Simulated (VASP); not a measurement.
# SiNi3 (Pm-3m) in VASP: a series of runs

One crystal, SiNi3, is run at these levels: PBE; tasks: single point.

Program: VASP 6.6.1. These are calculated values, not measurements. Logs are shortened: lines on timing, memory, paths and dates and some standing lists are left out, and cuts for length are marked.

## (1) Starting point

The structure is cubic, space group Pm-3m (No. 221). The conventional cell has a = 3.494 Å, b = 3.494 Å, c = 3.494 Å, α = 90.00°, β = 90.00°, γ = 90.00°. Around Si (site symmetry m-3m) lie 12 Ni at 2.47 Å. Ni (site symmetry 4/mmm) is surrounded by 4 Si at 2.47 Å and 8 Ni at 2.47 Å.

## (2) Single point, PBE, collinear spin, typed start

Input file INCAR:

```
PREC     = Accurate       # precision mode
ENCUT    = 520            # plane-wave cutoff, eV
EDIFF    = 1E-7           # SCF threshold, eV
ISMEAR   = -1             # smearing method
SIGMA    = 0.1            # smearing width, eV
LREAL    = F              # projectors in reciprocal space
LASPH    = T              # aspherical terms in the spheres
NELM     = 150            # most SCF steps
ALGO     = Normal         # electronic algorithm
ISIF     = 2              # what is computed and relaxed
LWAVE    = F              # write WAVECAR
LCHARG   = F              # write CHGCAR
ISPIN    = 2              # spin polarisation
MAGMOM   = 0 1 1 1        # initial moments
LORBIT   = 11             # projections on sites
LMAXMIX  = 4              # l up to which the mixer works
GGA      = PE             # functional
NBANDS   = 29             # bands
```

Input file KPOINTS:

```
regular mesh
0
Gamma
  8 8 8
```

Input file POSCAR:

```
SiNi3
1.0
    3.4941292669      0.0000000000      0.0000000000
    0.0000000000      3.4941292669      0.0000000000
    0.0000000000      0.0000000000      3.4941292669
Si Ni
1 3
Direct
    0.0000000000      0.0000000000      0.0000000000
    0.0000000000      0.5000000000      0.5000000000
    0.5000000000      0.0000000000      0.5000000000
    0.5000000000      0.5000000000      0.0000000000
```

Potentials or basis: VASP PAW PBE potentials, release 64 (Si, Ni).

Command:

```
cat potpaw_PBE.64/Si/POTCAR potpaw_PBE.64/Ni/POTCAR > POTCAR
mpirun -np 1 vasp_std > vasp.out
```

OUTCAR:

```text
PREC = Accurate
   ENCUT = 520
   EDIFF = 1E-7
   ISMEAR = -1
   LREAL = F
   LASPH = T
   NELM = 150
   ISIF = 2
   ISPIN = 2
   LORBIT = 11
   GGA = PE

 ion  position               nearest neighbor table
   1  0.000  0.000  0.000-   2 2.47   3 2.47   4 2.47   2 2.47   3 2.47   2 2.47   4 2.47   2 2.47
                             3 2.47   4 2.47   3 2.47   4 2.47
   2  0.000  0.500  0.500-   1 2.47   3 2.47   4 2.47   1 2.47   4 2.47   1 2.47   3 2.47   1 2.47
                             3 2.47   4 2.47   4 2.47   3 2.47
   3  0.500  0.000  0.500-   1 2.47   2 2.47   4 2.47   1 2.47   4 2.47   2 2.47   4 2.47   4 2.47
                             1 2.47   2 2.47   1 2.47   2 2.47
   4  0.500  0.500  0.000-   1 2.47   2 2.47   3 2.47   2 2.47   3 2.47   1 2.47   3 2.47   3 2.47
                             1 2.47   2 2.47   2 2.47   1 2.47

  LATTYP: Found a simple cubic cell.
 ALAT       =     3.4941292669

  Lattice vectors:

 A1 = (   3.4941292669,   0.0000000000,   0.0000000000)
 A2 = (   0.0000000000,   3.4941292669,   0.0000000000)
 A3 = (   0.0000000000,   0.0000000000,   3.4941292669)

Analysis of symmetry for initial positions (statically):
=====================================================================
 Subroutine PRICEL returns:
 Original cell was already a primitive cell.

 Routine SETGRP: Setting up the symmetry group for a
 simple cubic supercell.

 Subroutine GETGRP returns: Found 48 space group operations
 (whereof 48 operations were pure point group operations)
 out of a pool of 48 trial point group operations.

The static configuration has the point symmetry O_h .

Analysis of symmetry for dynamics (positions and initial velocities):
=====================================================================
 Subroutine PRICEL returns:
 Original cell was already a primitive cell.

 Routine SETGRP: Setting up the symmetry group for a
 simple cubic supercell.

 Subroutine GETGRP returns: Found 48 space group operations
 (whereof 48 operations were pure point group operations)
 out of a pool of 48 trial point group operations.

The dynamic configuration has the point symmetry O_h .

Analysis of structural, dynamic, and magnetic symmetry:
=====================================================================
 Subroutine PRICEL returns:
 Original cell was already a primitive cell.

 Routine SETGRP: Setting up the symmetry group for a
 simple cubic supercell.

 Subroutine GETGRP returns: Found 48 space group operations
[... 135 lines left out ...]
   IVDW    =     0    specifies the selected vdW correction
   LEPSILON=     F    determine dielectric tensor
   LRPA    =     F    only Hartree local field effects (RPA)
 spin polarized calculation
  energy-cutoff  :      520.00
  volume of cell :       42.66
 maximum number of plane-waves:      1189
 NGX is ok and might be reduce to    28
   NGX = 13   NGY = 13   NGZ = 13

 number of electron      33.9999976 magnetization      -0.0056330

 number of electron      33.9999976 magnetization       0.0001771

 Free energy of the ion-electron system (eV)
  ---------------------------------------------------
  ext. energy  EPLUGINS =         0.00000000
  ---------------------------------------------------
  free energy    TOTEN  =       -23.71039098 eV

  energy without entropy =      -23.64269664  energy(sigma->0) =      -23.67654381

 E-fermi :  10.8556     XC(G=0): -13.1549

 val. band max:       10.8516696205   @ k =   0.3750   0.3750   0.3750
 cond. band min:      11.0280431652   @ k =   0.5000   0.5000   0.2500
 fundamental gap:      0.1763735446
 Fermi energy:        10.8556483104

 spin component 1

 k-point     1 :       0.0000    0.0000    0.0000
  band No.  band energies     occupation
      1      -1.1957      1.00000
      2       5.8689      1.00000
      3       6.6974      1.00000
      4       6.6974      1.00000
      5       7.2194      1.00000
      6       7.2194      1.00000
[... 757 lines left out ...]
     28      25.8062      0.00000
     29      28.0192      0.00000

 [... further k-points ...]

 spin component 2

 k-point     1 :       0.0000    0.0000    0.0000
  band No.  band energies     occupation
      1      -1.1957      1.00000
      2       5.8689      1.00000
      3       6.6975      1.00000
      4       6.6975      1.00000
      5       7.2194      1.00000
      6       7.2194      1.00000
[... 757 lines left out ...]
     28      25.8062      0.00000
     29      28.0190      0.00000

 [... further k-points ...]

------------------------ aborting loop because EDIFF is reached ----------------------------------------

  FORCE on cell =-STRESS in cart. coord.  units (eV):
  Direction    XX          YY          ZZ          XY          YZ          ZX
  --------------------------------------------------------------------------------------
  -------------------------------------------------------------------------------------
  Total        0.6359561      0.6359561      0.6359561     -0.0000000      0.0000000      0.0000000
  in kB       23.8847548     23.8847548     23.8847548     -0.0000000      0.0000000      0.0000000
  external PRESSURE =      23.8847548 kB  Pullay stress =       0.0000000 kB

 VOLUME and BASIS-vectors are now :
 -----------------------------------------------------------------------------
  energy-cutoff  :      520.00
  volume of cell :       42.66
      direct lattice vectors                 reciprocal lattice vectors
     3.494129267  0.000000000  0.000000000     0.286194334  0.000000000  0.000000000
     0.000000000  3.494129267  0.000000000     0.000000000  0.286194334  0.000000000
     0.000000000  0.000000000  3.494129267     0.000000000  0.000000000  0.286194334

 POSITION                                       TOTAL-FORCE (eV/Angst)
 -----------------------------------------------------------------------------------
      0.00000      0.00000      0.00000         0.000000      0.000000      0.000000
      0.00000      1.74706      1.74706         0.000000      0.000000      0.000000
      1.74706      0.00000      1.74706         0.000000      0.000000      0.000000
      1.74706      1.74706      0.00000         0.000000      0.000000      0.000000
 -----------------------------------------------------------------------------------
    total drift:                                0.000000      0.000000      0.000000

  FREE ENERGIE OF THE ION-ELECTRON SYSTEM (eV)
  ---------------------------------------------------
  free  energy   TOTEN  =       -23.7103909759 eV

  energy  without entropy=      -23.6426966387  energy(sigma->0) =      -23.67654381

 total charge

# of ion       s       p       d       tot
------------------------------------------
    1        0.729   0.829   0.000   1.558
    2        0.489   0.581   8.415   9.486
    3        0.489   0.581   8.415   9.486
    4        0.489   0.581   8.415   9.486
--------------------------------------------------
tot          2.197   2.573  25.244  30.015

 magnetization (x)

# of ion       s       p       d       tot
------------------------------------------
    1       -0.000  -0.000   0.000  -0.000
    2       -0.000  -0.000   0.000   0.000
    3       -0.000  -0.000   0.000   0.000
    4       -0.000  -0.000   0.000   0.000
--------------------------------------------------
tot         -0.000  -0.000   0.000   0.000
```

OSZICAR:

```text
N       E                     dE             d eps       ncg     rms          rms(c)
DAV:   1     0.209616126749E+03    0.20962E+03   -0.14580E+04  4172   0.154E+03
DAV:   2    -0.128380284782E+02   -0.22245E+03   -0.20654E+03  4065   0.304E+02
DAV:   3    -0.269638807805E+02   -0.14126E+02   -0.13294E+02  4556   0.924E+01
DAV:   4    -0.272206434290E+02   -0.25676E+00   -0.25620E+00  4537   0.121E+01
DAV:   5    -0.272277982495E+02   -0.71548E-02   -0.71542E-02  4885   0.179E+00    0.207E+01
DAV:   6    -0.273743469492E+02   -0.14655E+00   -0.24963E+01  4890   0.909E+01    0.181E+01
DAV:   7    -0.237856244413E+02    0.35887E+01   -0.93255E+00  4960   0.508E+01    0.404E+00
DAV:   8    -0.237245613119E+02    0.61063E-01   -0.23318E-01  5084   0.405E+00    0.151E+00
DAV:   9    -0.237125459723E+02    0.12015E-01   -0.14016E-02  5841   0.131E+00    0.632E-01
DAV:  10    -0.237109479264E+02    0.15980E-02   -0.10430E-03  5122   0.303E-01    0.319E-01
DAV:  11    -0.237103728569E+02    0.57507E-03   -0.32019E-04  5377   0.292E-01    0.815E-02
DAV:  12    -0.237103979225E+02   -0.25066E-04   -0.10265E-04  5197   0.952E-02    0.421E-02
DAV:  13    -0.237103938290E+02    0.40935E-05   -0.60443E-06  4610   0.266E-02    0.171E-02
DAV:  14    -0.237103915377E+02    0.22913E-05   -0.11523E-06  5622   0.999E-03    0.718E-03
DAV:  15    -0.237103910480E+02    0.48968E-06   -0.34571E-07  4709   0.724E-03    0.215E-03
DAV:  16    -0.237103909759E+02    0.72030E-07   -0.52994E-08  2430   0.279E-03
   1 F= -.23710391E+02 E0= -.23676544E+02  d E =-.676943E-01  mag=    -0.0000
```

stdout:

```text
POSCAR found type information on POSCAR SiNi
 POSCAR found :  2 types and       4 ions
 scaLAPACK will be used
 LDA part: xc-table for (Slater+PW92), standard interpolation
 POSCAR, INCAR and KPOINTS ok, starting setup
 FFT: planning ... GRIDC
 FFT: planning ... GRID_SOFT
 FFT: planning ... GRID
 WAVECAR not read
 entering main loop
```

Run time: 41 s. Hardware: 1 thread of Intel Xeon 6975P-C (Granite Rapids), shared host; peak memory 0.21 GiB.

What came out:

| Quantity | Value |
| --- | --- |
| Free energy | -23.7104 eV |
| Pressure | 2.4 GPa |
| Band gap on the k mesh | none (metal or under the smearing width) |
| Net moment | 0.00 μB per cell |
| Valence electrons inside the program's atomic spheres | Si 1.56; Ni 9.49 |

## (3) Single point, PBE, collinear spin, typed start

This run uses another cell than the first one, of 12.44 Å³/atom, 1.167 times its volume.

Input file INCAR:

```
ALGO = Normal
EDIFF = 1E-6
ENCUT = 520
GGA = PE
ISIF = 2
ISMEAR = -1
ISPIN = 2
LASPH = True
LCHARG = False
LMAXMIX = 4
LORBIT = 11
LREAL = False
LWAVE = False
MAGMOM = 0 1 1 1
NBANDS = 29
NELM = 150
PREC = Accurate
SIGMA = 0.1
```

Input file KPOINTS:

```
k-points
0
Gamma
  8 8 8
```

Input file POSCAR:

```
SiNi3
1.0
    3.6783628218      0.0000000000      0.0000000000
    0.0000000000      3.6783628218      0.0000000000
    0.0000000000      0.0000000000      3.6783628218
Si Ni
1 3
Direct
    0.0000000000      0.0000000000      0.0000000000
    0.0000000000      0.5000000000      0.5000000000
    0.5000000000      0.0000000000      0.5000000000
    0.5000000000      0.5000000000      0.0000000000
```

Potentials or basis: VASP PAW PBE potentials, release 64 (Si, Ni).

Command:

```
cat potpaw_PBE.64/Si/POTCAR potpaw_PBE.64/Ni/POTCAR > POTCAR
mpirun -np 1 vasp_std > vasp.out
```

Wall time 39 s (1 thread of Intel Xeon 6975P-C (Granite Rapids), shared host); peak memory 0.22 GiB.

The run converged. Its results:

* Free energy: -23.2054 eV
* Pressure: -21.4 GPa
* Band gap on the k mesh: none (metal or under the smearing width)
* Net moment: 0.00 μB per cell
* Valence electrons inside the program's atomic spheres: Si 1.48; Ni 9.21

Levels at points of the mesh, in eV from the Fermi level:
Spin up:
```csv
k point,band 14,band 15,band 16,band 17,band 18,band 19,band 20,band 21
"(0.00, 0.00, 0.00)",-0.57,-0.57,-0.31,-0.05,-0.05,-0.05,3.51,5.63
"(0.50, 0.00, 0.00)",-1.10,-0.99,-0.52,-0.05,3.03,3.03,4.11,4.90
"(0.50, 0.50, 0.00)",-1.20,-0.96,-0.88,-0.83,0.46,0.46,4.71,5.61
"(0.50, 0.50, 0.50)",-1.06,-1.06,-0.24,-0.24,-0.24,-0.17,0.61,3.38
```
Spin down:
```tsv
k point	band 13	band 14	band 15	band 16	band 17	band 18	band 19	band 20	band 21	band 22
(0.00, 0.00, 0.00)	-0.76	-0.57	-0.57	-0.31	-0.05	-0.05	-0.05	3.51	5.63	5.63
(0.50, 0.00, 0.00)	-1.12	-1.10	-0.99	-0.52	-0.05	3.03	3.03	4.11	4.90	4.90
(0.50, 0.50, 0.00)	-1.22	-1.20	-0.96	-0.88	-0.83	0.46	0.46	4.71	5.61	7.12
(0.50, 0.50, 0.50)	-1.22	-1.06	-1.06	-0.24	-0.24	-0.24	-0.17	0.61	3.38	3.38
```

Caveat: so large a pressure means that the cell lies far from this level's equilibrium, or that cutoff or potentials fall short.
